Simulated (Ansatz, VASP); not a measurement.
# One calculation of Pb, two programs

INCAR

```
PREC = Accurate
ENCUT = 520
EDIFF = 1E-6
ISMEAR = 0
SIGMA = 0.2
LREAL = F
LASPH = T
NELM = 100
ALGO = Normal
ISIF = 2
LWAVE = F
LCHARG = F
GGA = PE
NBANDS = 13
```

Contents of KPOINTS:

```
Automatic mesh
0
Gamma
  11 11 11
```

Contents of POSCAR:

```
Pb
1.0
    0.0000000000      2.5175937382      2.5175937382
    2.5175937382      0.0000000000      2.5175937382
    2.5175937382      2.5175937382      0.0000000000
Pb
1
Direct
    0.0000000000      0.0000000000      0.0000000000
```

Input for Ansatz:

```yaml
crystal:
  lattice:
    - [0.0, 2.5175937382, 2.5175937382]
    - [2.5175937382, 0.0, 2.5175937382]
    - [2.5175937382, 2.5175937382, 0.0]
  atoms:
    - { symbol: Pb, position: [0.0, 0.0, 0.0] }
hamiltonian:
  xc: pbe
  pseudopotentials:
    kind: paw
    azcp:
      Pb: "pseudopotentials/Pb.paw.azcp"
basis:
  ecutwfc: 420
  fft_grid_basis: typed
kpoints:
  mp_grid: { grid: [11, 11, 11], shift: [0, 0, 0] }
magnetization:
  spin_polarized: false
scf:
  occupations: { method: gaussian, width: 0.2 }
  lower_state_search: "off"
output:
  stress: true
  write_density: true
  write_potential: true
  elf: true
  volumetric_format: npy
```

Alike in both runs: task single point; functional PBE; k mesh 11 × 11 × 11; occupations gaussian, width 0.2 eV; no spin polarisation.

```csv
,VASP,Ansatz
version,VASP 6.6.1,Ansatz 0.2.0
potentials or method,"VASP PAW PBE potentials, release 64 (Pb_d)","plane waves (420 eV) with PAW, scalar-relativistic"
plane-wave cutoff (eV),520,420
valence electrons in the cell,14,14
```

```tsv
	VASP	Ansatz	Ansatz less VASP
pressure (GPa)	-0.1	0.0	+0.05
```

Spin-orbit coupling is left out, which matters for the levels of Pb.
